**Why stretching narrows the gap of CdS**

Stretching zinc-blende CdS narrows its band gap. The gap falls from 1.458 to 0.721 eV, about half, while the Cd–S bonds lengthen by 12 %. The reason is that the lowest empty state is antibonding between neighbouring Cd and S atoms, so longer bonds make it less costly to occupy.

Zinc-blende CdS at seven volumes, computed with Ansatz 0.2.0 using PBE, PAW potentials, a 420 eV plane-wave cutoff, an 8×8×8 k mesh and Fermi–Dirac smearing of 0.02 eV, without spin polarisation or spin–orbit coupling. The cells are the r2SCAN-relaxed cell and uniformly scaled copies of it. Band gaps are the least over the mesh and any named k points and paths.

```tsv
volume (Å³/atom)	shortest distance (Å)	band gap (eV)	least direct gap (eV)
21.151	2.395	1.458	1.458
24.266	2.507	1.192	1.192
24.697	2.522	1.155	1.155
25.392	2.545	1.095	1.095
26.161	2.571	1.030	1.030
28.480	2.645	0.838	0.838
29.960	2.690	0.721	0.721
```

A simple diagram of atoms coming together suggests the opposite. In it, atomic levels broaden into bands as the atoms approach, the bands grow towards each other and the gap shrinks on compression. The diagram keeps the centres of the bands fixed and follows only their widths. In a compound with strong bonds between unlike atoms, the coupling also drives filled and empty states apart, and here that effect prevails.

The band gap equals the least direct gap in every row, and both edges stay at Γ, the point where all unit cells carry the same phase. Together with the smooth fall of the gap, this indicates that the same pair of states is compared throughout. At Γ the symmetry of the crystal lets Cd s orbitals mix only with S s orbitals. The bonding mixture is filled and lies deep, while the antibonding mixture forms the bottom of the conduction band. The top of the valence band is mainly S p.

A model with two s levels shows what the bond length does. Let $m$ be the mean energy of the Cd s and S s levels before they mix, $\Delta$ half their separation and $t$ the coupling between them. The antibonding level is then

$$E_c = m + \sqrt{\Delta^2 + t^2}.$$

For weak coupling, the level lies above the unmixed Cd s level by about $t^2/(2\Delta)$. For strong coupling, it lies above the mean by about $t$. Between these limits, too, a smaller $t$ means a lower level. Longer bonds reduce the overlap of the orbitals and hence $t$, so the conduction bottom comes down towards the valence top. This cause is argued from symmetry and the model, not isolated by the calculations: the printed levels of different cells have no common zero, so they can't show how far each edge moves by itself.

How far should the gap fall? A simple rule lets bond couplings scale as $1/d^2$, where $d$ is the shortest distance. Suppose that the whole gap behaved like one such coupling. Starting from the smallest cell, the gap of the largest would be

$$1.458\ \text{eV} \times \left(\frac{2.395}{2.690}\right)^2 = 1.16\ \text{eV}.$$

This is a drop of 0.30 eV, whereas the computed drop is 0.74 eV. The estimate has the right sign but gives only about 40 % of the computed change.

The shortfall shows that the gap doesn't follow this rule for a single coupling, and the levels of the same calculation suggest why. In the cell of 25.392 Å³/atom, the filled S s level at Γ lies at −5.64 eV and the conduction bottom at 7.68 eV. The conduction bottom is therefore about 6.7 eV above the midpoint of the two, and the square root in the model stands for this large energy. The valence top lies only 1.1 eV lower than the conduction bottom. The gap is thus a small difference between large energies, and a modest relative change in one of them alters it strongly.

The valence top responds to the bond length as well. Mixing with empty Cd p orbitals pushes it down, and mixing with the filled Cd 4d orbitals below it pushes it up. The second effect has left a trace in the cell of 25.392 Å³/atom, where the five d levels at Γ split into a group of three that lies 0.45 eV below a group of two. Four negative point charges in place of the S neighbours would give the reverse order. Only the group of three can mix with S p at Γ, and this mixing pushes it down while it pushes the valence top up.

No row departs from the trend, although the drops from row to row look uneven. They range from 0.037 to 0.266 eV because the volume steps differ in size. Divided by the change in volume, each drop comes to between 0.079 and 0.086 eV per Å³/atom. A straight line in volume is therefore a fair summary within this range.

For strain it is more useful to refer the change to the relative change in volume. On this scale the gap falls by 1.9 eV per unit of $\ln V$ between the two smallest cells and by 2.3 eV between the two largest, where $V$ is the volume. A volume increase of 1 % thus lowers the gap by about 0.02 eV. On this scale the compressed crystal responds less. The model with two s levels would make it respond more if $t$ grew as $1/d^2$ and all else stayed fixed, so it doesn't explain this detail. The d orbitals may do so: if their mixing with S p grows as the bonds shorten, it raises the valence top and takes back part of the opening. That is a guess, since the splitting of the d levels was examined at one volume only.

Pressure gives a very different impression of the same data. Between the two smallest cells the gap rises by 20 meV for each GPa of added pressure, but between the two largest by 77 meV. Most of this contrast is mechanical. The rise per GPa equals the fall per unit of $\ln V$ divided by the bulk modulus, the resistance to a change of volume, and the bulk modulus drops from 98 to 30 GPa between the same two steps. A stretched crystal is soft, so one GPa changes its bond lengths more. A pressure coefficient should therefore be used only near the pressure at which it was obtained, whereas a coefficient per volume carries over much better.

Two limits bear on the use of these values. PBE makes the gap far too small: at its own zero-pressure volume, near 26.0 Å³/atom, it gives 1.04 eV, while the measured gap is roughly 2.4 eV. It also places the Cd d levels too close to the valence top and so exaggerates their mixing with S p. The smallest cell, at about 18 GPa, is a hypothetical crystal, because real CdS changes to the rocksalt structure at a few GPa. It shows how the zinc-blende bonds respond, not what a sample in a press would do.

For a related semiconductor, the first thing to establish is the character of the two edge states. If the lowest empty state is antibonding between nearest neighbours and the highest filled state depends less on the bond length, stretching should narrow the gap. The printed output after this section lists the slopes and pressures for each step.

The analysis program printed:

```
Steps from the row above:
     row  gap drop eV  drop per A3/atom eV  drop per unit ln V eV  largest rounding error of that eV
  24.266        0.266              0.08539                  1.936                           0.007279
  24.697        0.037              0.08585                  2.102                             0.0568
  25.392         0.06              0.08633                  2.162                            0.03603
  26.161        0.065              0.08453                  2.179                            0.03352
   28.48        0.192              0.08279                  2.261                            0.01177
   29.96        0.117              0.07905                  2.309                            0.01974
Pressure and stiffness, steps from the row above:
     row  pressure GPa  mean bulk modulus GPa  gap rise per GPa meV
  21.151         17.79                    n/a                   n/a
  24.266         4.379                  97.58                 19.84
  24.697         3.146                  70.06                    30
  25.392         1.385                  63.43                 34.08
  26.161        -0.282                  55.88                 38.99
   28.48        -3.919                  42.82                  52.8
   29.96        -5.443                  30.09                 76.76
Volume, largest over smallest: 1.416
Bond length, increase over the series in percent: 12.32
Gap, total drop in eV: 0.737
Gap, total drop in percent: 50.55
Drop per A3/atom, largest over smallest step value: 1.092
Drop per unit ln V, largest over smallest step value: 1.193
Gap rise per GPa, largest over smallest step value: 3.869
Mean bulk modulus, largest over smallest step value: 3.243
Gap of the largest cell if it scaled as d to the power -2, in eV: 1.156
Drop expected from that scaling in eV: 0.3022
Computed drop over that expected drop: 2.438
Fall of the printed valence top, no common vacuum zero, in eV: 4.873
Fall of the printed conduction bottom, no common vacuum zero, in eV: 5.61
Double d level below the valence top at 25.392 A3/atom in eV: 7.191
Triple d level below the valence top at 25.392 A3/atom in eV: 7.64
Triple d level below the double one at 25.392 A3/atom in eV: 0.4494
PBE volume at zero pressure, interpolated, in A3/atom: 26.03
PBE gap at zero pressure, interpolated, in eV: 1.041
```
